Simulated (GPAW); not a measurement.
# Cu (Fmmm) in GPAW: a series of runs

The runs below take Cu through single point, with PBEsol.

All numbers are computed with GPAW 26.7.0; they aren't measurements. Logs are shortened: lines on timing, memory, paths and dates and some standing lists are left out, and cuts for length are marked. The log counts tension as positive stress, the text compression.

### 1 The structure

It takes space group Fmmm (No. 69, orthorhombic). The conventional cell has a = 2.752 Å, b = 3.999 Å, c = 4.162 Å, α = 90.00°, β = 90.00°, γ = 90.00°. Around Cu (site symmetry mmm) lie 10 Cu at 2.43 to 2.75 Å.

This isn't the form of Cu at room conditions, which is fcc.

### 2 Single point, PBEsol, 11.45 Å³/atom

File run.py:

```python
from ase import Atoms
from ase.dft.bandgap import bandgap
from ase.io import write
from ase.units import GPa
from gpaw import GPAW, PW, setup_paths

setup_paths.insert(0, '.')

atoms = Atoms(['Cu'],
              cell=[[-1.4716491864, 1.4716491864, 1.37608145],
                    [1.4716491864, -1.4716491864, 1.37608145],
                    [1.4139374536, 1.4139374536, -1.37608145]],
              scaled_positions=[[0.0, 0.0, 0.0]],
              pbc=True)

calc = GPAW(mode=PW(600),
            xc='PBEsol',
            kpts={'size': (13, 13, 13), 'gamma': True},
            occupations={'name': 'fermi-dirac', 'width': 0.05},
            nbands=14,
            convergence={'density': 1e-05, 'energy': 1e-05},
            maxiter=150,
            txt='gpaw.txt')
atoms.calc = calc
energy = atoms.get_potential_energy()
forces = atoms.get_forces()
stress = atoms.get_stress()
calc.write('gs.gpw')
write('result.traj', atoms)
print(f'Energy: {energy:.6f} eV')
print('Forces (eV/A):')
print(forces.round(4))
print('Stress (GPa):', (stress / GPa).round(3))
print('Fermi level:', round(calc.get_fermi_level(), 4), 'eV')
print(f'Gap: {bandgap(calc)[0]:.4f} eV, direct: {bandgap(calc, direct=True)[0]:.4f} eV')
```

Potentials or basis: PAW data sets generated in the run's folder for this functional, pw.

The run is started by

```sh
> gpaw-setup -f PBEsol Cu
> OMP_NUM_THREADS=1 python run.py
```

gpaw.txt:

```text
__  _  _
 | _ |_)|_||  |
 |__||  | ||/\| - 26.7.0

Input parameters:
  mode=PW(ecut=600.0),
  convergence={'density': 1e-05, 'energy': 1e-05},
  kpts=MonkhorstPack(size=(13, 13, 13), gamma=True),
  maxiter=150,
  nbands=14,
  occupations=Occupations(name='fermi-dirac', width=0.05),
  xc=XC(name='PBEsol')

Diagonalizing LCAO Hamiltonian
Converting LCAO to pw mode

       Cu

Atoms  # Å, Bohr magnetons
|   | symbol |        x |        y |        z |    initial magnetic moments |
|---|--------|----------|----------|----------|-----------------------------|
| 0 |     Cu | 0.000000 | 0.000000 | 0.000000 | ( 0.0000,  0.0000,  0.0000) |

Unit cell  # Å
| periodic |         x |         y |         z |  lengths |     angles |
|----------|-----------|-----------|-----------|----------|------------|
|      yes | -1.471649 |  1.471649 |  1.376081 | 2.495016 | 108.220038 |
|      yes |  1.471649 | -1.471649 |  1.376081 | 2.495016 | 108.220038 |
|      yes |  1.413937 |  1.413937 | -1.376081 | 2.427352 | 113.055616 |

Number of symmetries: 8
Symmetry operations  # r_c * U_cc + t_c -> r_c
|   | kind |            matrix            |
|---|------|------------------------------|
| 0 |  E   |  1, 0, 0,  0, 1, 0,  0, 0, 1 |
| 1 |  σ   |  1, 0, 0,  0, 1, 0, -1,-1,-1 |
| 2 |  σ   |  0, 1, 0,  1, 0, 0,  0, 0, 1 |
| 3 |  C2  |  0, 1, 0,  1, 0, 0, -1,-1,-1 |
| 4 |  σ   |  0,-1, 0, -1, 0, 0,  1, 1, 1 |
| 5 |  C2  |  0,-1, 0, -1, 0, 0,  0, 0,-1 |
| 6 |  C2  | -1, 0, 0,  0,-1, 0,  1, 1, 1 |
| 7 |  i   | -1, 0, 0,  0,-1, 0,  0, 0,-1 |

BZ-sampling:
  Number of BZ points: 2197
  Number of IBZ points: 343

  Monkhorst-Pack size: [13, 13, 13]
  Monkhorst-Pack shift: [0, 0, 0]

K-points  # in reciprocal-cell coordinates
|     |                                coordinates |     weight |
|-----|--------------------------------------------|------------|
|   0 | (  0.00000000,   0.00000000,   0.00000000) | 0.00045517 |
|   1 | (  0.00000000,   0.00000000,   0.07692308) | 0.00091033 |
|   2 | (  0.00000000,   0.00000000,   0.15384615) | 0.00091033 |
|   3 | (  0.00000000,   0.00000000,   0.23076923) | 0.00091033 |
|   4 | (  0.00000000,   0.00000000,   0.30769231) | 0.00091033 |
|   5 | (  0.00000000,   0.00000000,   0.38461538) | 0.00091033 |
|   6 | (  0.00000000,   0.00000000,   0.46153846) | 0.00091033 |
|   7 | (  0.07692308,  -0.07692308,   0.00000000) | 0.00091033 |
|   8 | (  0.07692308,  -0.07692308,   0.07692308) | 0.00182066 |
|   9 | (  0.07692308,  -0.07692308,   0.15384615) | 0.00182066 |
| ... |                                            |            |
| 342 | (  0.46153846,   0.46153846,   0.46153846) | 0.00182066 |

Plane wave coefficients: 395
Cutoff: 600.0 eV

Spin-components: 1 (collinear spins)
Bands:           14
Projectors:      6
Spin-degeneracy: 2
Datatype:        complex128

Parallelization:
  kpt:    1
  domain: 1
  band:   1

Density:
  Valence electrons: 11.0
  Components: 1
  Grid points: [15 15 15]
  Charge: 0.0  # |e|

Potential:
  Grid points: [15 15 15]

species:
  Cu:
    name:    Copper
    Z:       29.0
    valence: 11
    core:    18
    charge:  0.0  # [|e|]
    compensation charges:
      type: gauss
      rc: 0.33  # [Å]
      lmax: 2
    cutoffs:
      filter: 2.06  # [Å]
      core: 2.43  # [Å]
    projectors
    | kind |    occ | energy [eV] | rcut [Å] |
    |------|--------|-------------|----------|
    |   4s |  1.000 |      -4.607 |    1.164 |
    |   4p |  0.000 |      -0.637 |    1.164 |
    |   3d | 10.000 |      -5.060 |    1.058 |
    |    s |        |      22.604 |    1.164 |
    |    p |        |      26.574 |    1.164 |
    |    d |        |      22.151 |    1.058 |

    Using partial waves for Cu as LCAO basis

Reference energy: -44984.480490  # eV

eigensolver:
  PPCG
  Converge bands: occupied
  niter=2

density mixing:
  MSR1-Mixer
  Pratt-step length: 0.05
  Maximum mixing coefficient: 0.75
  Old densities: 10
  SVD Regularization: 0.005
  Good broyden scale: 1.0
  Trust region scale: 1.0
  Backstep threshold: 4.0
  History deletion threshold: 6.0
  Fourier metric: weight=20.0, sigma=0.015

occupation numbers:
  Fermi-Dirac:
    width: 0.0500  # eV

poisson solver:
  ecut: 4800.0  # eV

xc functional:
  name: PBEsol with 2 nearest neighbor stencil

convergence criteria:
- Maximum integral of absolute [dens]ity change: 1e-05 electrons / valence electron
- Maximum [total energy] change in last 3 cyles: 1e-05 eV / valence electron
- Maximum integral of absolute [eigenst]ate change: 4e-08 eV^2 / valence electron
maximum number of iterations: 150

SCF iterations
|iter     | |      energy | eigst |  dens |
|---------|-|-------------|-------|-------|
|iter:   1| |   -5.225274 | -0.43 |       |
|iter:   2| |   -4.833076 | -3.04 | -0.88 |
|iter:   3| |   -4.209448 | -1.95 | -0.98 |
|iter:   4| |   -4.199146 | -3.93 | -1.83 |
|iter:   5| |   -4.191750 | -3.60 | -1.97 |
|iter:   6| |   -4.191767 | -6.40 | -3.52 |
|iter:   7| |   -4.191770c| -6.13 | -3.63 |
|iter:   8| |   -4.191770c| -7.57c| -4.59 |
|iter:   9| |   -4.191770c| -8.09c| -5.08c|

Converged in 9 steps
Energy contributions relative to reference atoms: (reference = -44984.480490)

Energy contributions:
  Kinetic:         -13.066653
  Coulomb:          10.488024
  Zero:              0.058595
  External:          0.000000
  Xc:               -1.670652
  Entropy:          -0.002169
  Spinorbit:         0.000000
  ----------------------------
  Free energy:      -4.192855
  Extrapolated:     -4.191770

dipole moment: (-3.091914, -3.091914, -3.009133)  # |e|*Ang

Fermi level: 8.219
Eigenvalues  # (at kpt = [0.000, 0.000, 0.000])
| band index |      eig [eV] | occ [0-2] |
|------------|---------------|-----------|
|          0 |        -1.379 |     2.000 |
|          1 |         4.935 |     2.000 |
|          2 |         5.006 |     2.000 |
|          3 |         5.273 |     2.000 |
|          4 |         6.028 |     2.000 |
|          5 |         6.227 |     2.000 |
|          6 |        32.565 |     0.000 |
|          7 |        34.371 |     0.000 |
|          8 |        34.896 |     0.000 |
|          9 |        36.206 |     0.000 |
|         10 |        36.944 |     0.000 |
|         11 |        37.874 |     0.000 |
|         12 |        38.178 |     0.000 |
|         13 |        38.279 |     0.000 |

No gap
No difference between direct/indirect transitions

Forces  # eV/Ang
|       x |       y |        z |
|---------|---------|----------|
| 0.00000 | 0.00000 | -0.00000 |  # Cu   0

Stress tensor  # eV/Ang^3
|         x |         y |         z |
|-----------|-----------|-----------|
| -0.005754 | -0.031823 |  0.000000 |
| -0.031823 | -0.005754 |  0.000000 |
|  0.000000 |  0.000000 | -0.007606 |

# Writing to gs.gpw (mode='')
```

Run time: 32 s. Hardware: 1 thread of Arm Neoverse V2, shared host; peak memory 0.17 GiB.

What came out:

```yaml
Free_energy: -4.1929 eV
Pressure: 1.0 GPa
Band_gap_on_the_k_mesh: none (metal or under the smearing width)
```

Caveat: with this Cu data set, volumes or pressures lay over 1.5 % or 2 GPa off other programs in two to four cells of ten; the density grid can change from cell to cell, which puts small steps into energies and stress.

### 3 Single point, PBEsol, 11.46 Å³/atom

Edit run.py of step 2 so:

```diff
@@ -9,5 +9,5 @@
 atoms = Atoms(['Cu'],
-              cell=[[-1.4716491864, 1.4716491864, 1.37608145],
-                    [1.4716491864, -1.4716491864, 1.37608145],
-                    [1.4139374536, 1.4139374536, -1.37608145]],
+              cell=[[-1.4572212532, 1.4572212532, 1.37608145],
+                    [1.4572212532, -1.4572212532, 1.37608145],
+                    [1.4283653868, 1.4283653868, -1.37608145]],
               scaled_positions=[[0.0, 0.0, 0.0]],
```

Potentials or basis: PAW data sets generated in the run's folder for this functional, pw.

The run is started by

```sh
> gpaw-setup -f PBEsol Cu
> OMP_NUM_THREADS=1 python run.py
```

Wall time 29 s (1 thread of Arm Neoverse V2, shared host); peak memory 0.17 GiB.

It converged, with:

```yaml
Free_energy: -4.1983 eV
Pressure: 0.8 GPa
Band_gap_on_the_k_mesh: none (metal or under the smearing width)
```

Caveat: with this Cu data set, volumes or pressures lay over 1.5 % or 2 GPa off other programs in two to four cells of ten; the density grid can change from cell to cell, which puts small steps into energies and stress.
